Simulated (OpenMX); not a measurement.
Crystal: Te.

```xyz
3
Lattice="4.4540 0.0000 0.0000 -2.2270 3.8573 0.0000 0.0000 0.0000 5.9240" Properties=species:S:1:pos:R:3 pbc="T T T"
Te    1.6279    2.8197    0.0000
Te   -0.5991    1.0376    3.9493
Te    1.1981    0.0000    1.9747
```

Base run:

| Item | Value |
| --- | --- |
| Program | OpenMX 3.8.5 |
| Functional | PBE |
| Potentials or basis | OpenMX 2013 PBE set, Te7.0-s3p2d2f1, grid cutoff 500 Ry |
| k mesh | 7 × 7 × 5 |
| Occupations | fermi-dirac, width 0.05 eV |
| Spin | no spin polarisation |

Its results: pressure 3.4 GPa; largest force 0.655 eV/Å.

Question: The run is repeated on the same cell with these changes: functional from PBE to LDA; potentials or basis from OpenMX 2013 PBE set, Te7.0-s3p2d2f1, grid cutoff 500 Ry to OpenMX 2013 LDA set, Te7.0-s3p2d2f1, grid cutoff 500 Ry. What comes out?

Answer: Pressure 0.1 GPa; largest force 0.587 eV/Å.

Caveats: the basis of atomic orbitals isn't converged, which shifts pressures, moduli and gaps.
